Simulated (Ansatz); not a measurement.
Molecular dynamics on a 2×2×2 supercell (16 atoms) of ZnSe (F-43m), relaxed with r2SCAN. Forces come from PBEsol in Ansatz 0.2.0: a Nosé-Hoover thermostat at fixed volume, 1300 K, steps of 1 fs. Computed, non-magnetic; the trajectory is short and the cell small, so nothing here is a converged average.

```yaml
crystal:
  lattice:
    - [0.0, 5.6648493576, 5.6648493576]
    - [5.6648493576, 0.0, 5.6648493576]
    - [5.6648493576, 5.6648493576, 0.0]
  atoms:
    - { symbol: Zn, position: [0.0, 0.0, 0.0] }
    - { symbol: Se, position: [0.125, 0.125, 0.125] }
    - { symbol: Zn, position: [0.0, 0.0, 0.5] }
    - { symbol: Se, position: [0.125, 0.125, 0.625] }
    - { symbol: Zn, position: [0.0, 0.5, 0.0] }
    - { symbol: Se, position: [0.125, 0.625, 0.125] }
    - { symbol: Zn, position: [0.0, 0.5, 0.5] }
    - { symbol: Se, position: [0.125, 0.625, 0.625] }
    - { symbol: Zn, position: [0.5, 0.0, 0.0] }
    - { symbol: Se, position: [0.625, 0.125, 0.125] }
    - { symbol: Zn, position: [0.5, 0.0, 0.5] }
    - { symbol: Se, position: [0.625, 0.125, 0.625] }
    - { symbol: Zn, position: [0.5, 0.5, 0.0] }
    - { symbol: Se, position: [0.625, 0.625, 0.125] }
    - { symbol: Zn, position: [0.5, 0.5, 0.5] }
    - { symbol: Se, position: [0.625, 0.625, 0.625] }
kpoints:
  mp_grid: { grid: [2, 2, 2] }
hamiltonian:
  xc: pbesol
scf:
  occupations: { method: fermi_dirac, width: 0.112 }
md:
  ensemble: nvt_nose_hoover
  temperature: 1300
  timestep: 1.0
  n_steps: 20
  initial_velocities: maxwell_boltzmann
  seed: 1505
```

Run as `ansatz run input.yaml --threads 4 --pin off --max-ram 3686MiB --backend cpu --events-out ev --progress --plain --runs-dir out`. It took 110 s on 4 threads of Arm Neoverse V1, on a shared host, load about 0.7 per core; peak host memory 1.6 GiB.

Q: How do temperature and energy develop?

A: The temperature goes from 1300 K to 929 K in 20 fs. The thermostat hasn't had time to restore it. By the last step the atoms have moved 0.12 Å in the root mean square, the drift of the whole cell taken out, 0.21 Å at most.
```
step  t (fs)  T (K)  free energy F from step 0 (meV/atom)  kinetic energy (meV/atom)  largest force (eV/Å)
   0       0   1300                                   0.0                      157.5                  0.00
   1       1   1299                                   0.1                      157.4                  0.08
   2       2   1295                                   0.5                      157.0                  0.16
   3       3   1290                                   1.2                      156.3                  0.25
   4       4   1282                                   2.2                      155.4                  0.32
   5       5   1272                                   3.4                      154.1                  0.40
   6       6   1260                                   4.9                      152.7                  0.48
   7       7   1246                                   6.6                      151.0                  0.55
   8       8   1230                                   8.5                      149.0                  0.63
   9       9   1212                                  10.7                      146.9                  0.70
  10      10   1192                                  13.1                      144.5                  0.77
  11      11   1171                                  15.7                      141.9                  0.84
  12      12   1148                                  18.4                      139.2                  0.90
  13      13   1124                                  21.4                      136.2                  0.97
  14      14   1099                                  24.5                      133.2                  1.03
  15      15   1072                                  27.7                      129.9                  1.09
  16      16   1045                                  31.1                      126.6                  1.15
  17      17   1017                                  34.5                      123.2                  1.20
  18      18    988                                  38.1                      119.7                  1.25
  19      19    958                                  41.6                      116.1                  1.30
  20      20    929                                  45.3                      112.5                  1.35
```

Positions (Å) and forces (eV/Å) at step 20:
```
Zn  -0.023  -0.059   0.058     0.423   0.654  -0.396
Se   1.430   1.468   1.481    -0.783   0.324  -0.828
Zn   2.807   2.799  -0.118     0.501  -0.319   0.844
Se   4.294   4.225   1.334    -0.696  -0.458   0.891
Zn   2.721   0.065   2.773     0.834  -0.063   0.413
Se   4.195   1.396   4.288     0.460   0.316  -0.116
Zn   5.710   2.889   2.886    -0.406  -0.650  -0.427
Se   7.189   4.222   4.219    -0.556   0.279  -0.209
Zn  -0.123   2.886   2.868     0.197  -0.823   0.095
Se   1.349   4.177   4.223     0.303   0.711   0.246
Zn   2.795   5.718   2.880    -0.244  -0.874  -0.647
Se   4.186   6.956   4.247     0.875   0.467   0.345
Zn   2.887   2.986   5.591     0.112  -0.532   0.684
Se   4.368   4.391   7.174    -1.158  -0.463  -0.522
Zn   5.736   5.539   5.634     0.218   0.675   0.004
Se   7.101   7.019   7.095    -0.080   0.755  -0.378
```
